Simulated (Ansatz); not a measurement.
# KBr (Pm-3m), a vibration from a frozen displacement

Computed with DFT PBE, scalar-relativistic, plane waves, PAW in Ansatz 0.2.0. Settings: plane waves to 420 eV, k-mesh 6×6×6 (Γ-centred), Gaussian smearing 0.05 eV. No spin polarisation. Energies are free energies at this smearing, counted from the undisturbed cell; pressure is positive in compression.

Zero of the scan (as given, not relaxed at this level; it stands at 0.0 GPa; this CsCl-type form isn't the usual structure):

```
K Br
1.0
     4.04350    0.00000    0.00000
     0.00000    4.04350    0.00000
     0.00000    0.00000    4.04350
K Br
1 1
Direct
  0.00000 0.00000 0.00000
  0.50000 0.50000 0.50000
```

Every K atom is moved by x along the Cartesian unit vector (-1.000, 0.000, 0.000); the cell and all other atoms stay fixed. The cell's volume is 66.11 Å³; the moved atoms weigh 39.098 u together and the others 79.904 u. Some rows repeat others by symmetry and weren't run.

```csv
x (Å),ΔE (meV/cell),total force on the moved atoms along the move (eV/Å),pressure (GPa)
-0.5000,70.63,0.2928,1.0374
-0.4375,53.59,0.2526,0.7881
-0.3750,39.03,0.2134,0.5692
-0.3125,26.90,0.1753,0.3821
-0.2500,17.10,0.1385,0.2277
-0.1875,9.56,0.1027,0.1067
-0.1250,4.23,0.0679,0.0199
-0.0625,1.06,0.0338,-0.0323
0.0000,0.00,0.0000,-0.0498
0.0625,1.06,-0.0338,-0.0323
0.1250,4.23,-0.0679,0.0199
0.1875,9.56,-0.1027,0.1067
0.2500,17.10,-0.1385,0.2277
0.3125,26.90,-0.1753,0.3821
0.3750,39.03,-0.2134,0.5692
0.4375,53.59,-0.2526,0.7881
0.5000,70.63,-0.2928,1.0374
```

Q: What frequency belongs to this motion?

A: The force constant is k = −dF/dx = 0.541 eV/Å², from the parabola through x = -0.0625, 0 and 0.0625. In every cell the moved atoms swing against the rest, so the mass is μ = m₁m₂/(m₁ + m₂) = 26.253 u, and ν̃ = 521.5 cm⁻¹ × √(|k|/μ) = 75 cm⁻¹. To first order in x, and within 1 %, the force on every atom lies along the move and, within each of the two groups, in proportion to the atom's mass, so this is itself a mode at the zone centre of this cell, taken without macroscopic field (the transverse frequency in a polar insulator).

Q: How far does the harmonic law reach?

A: At x = -0.500 Å, kx²/2 = 67.60 meV against the computed 70.63 meV (+4.5 %): the well is still close to harmonic there.

Q: The pressure changes with x². What does that say about the frequency under compression?

A: With E = k(V)x²/2, k ∝ V^(−2γ) and x scaling with the cell as V^(1/3), P − P0 = −∂E/∂V = (2γ − 2/3) ΔE/V. At x = 0.1250 Å, V(P − P0) = 66.11 × 0.06971 / 160.2 eV = 28.76 meV and ΔE = 4.23 meV, so γ = 1/3 + V(P − P0)/(2ΔE) = 3.73. This is the Grüneisen parameter of the motion under uniform scaling of the cell: shrinking the cell evenly by 1 % in volume raises the frequency by about 3.73 %.